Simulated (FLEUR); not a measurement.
K:

```
K
1.0
    -2.69756    2.69756    2.69756
     2.69756   -2.69756    2.69756
     2.69756    2.69756   -2.69756
K
1
Direct
  0.00000 0.00000 0.00000
```

```yaml
Program: FLEUR MaX-R8.1 (later development tree)
Task: single point
Functional: PBE
Potentials_or_basis: all-electron
Basis: FLAPW
Kmax: 4.1 1/bohr
k_mesh: 7 × 7 × 7
Occupations: fermi-dirac, width 0.05 eV
Spin: no spin polarisation
Gmax: 12.7 1/bohr
Muffin-tin_radii: K 2.66 bohr
lmax: K 11
Local_orbitals_a_species: K 5
Max_iterations: 60
Mixing_factor: 0.05
Mixer: Anderson
Mixer_history: 15
Density_convergence: 1e-05 me/bohr^3
```

On this cell: band gap on the k mesh none (metal or under the smearing width).

The same run follows on a disturbed copy (cell strained at random at fixed volume):

```
K
1.0
    -2.62910    2.66761    2.60007
     2.71869   -2.74448    2.76653
     2.66008    2.77546   -2.67695
K
1
Direct
  0.99632 0.99168 0.00721
```

Task: What changes?

Result: The energy (extrapolated to zero smearing) moves by +1.4 meV/atom; band gap on the k mesh none (metal or under the smearing width).
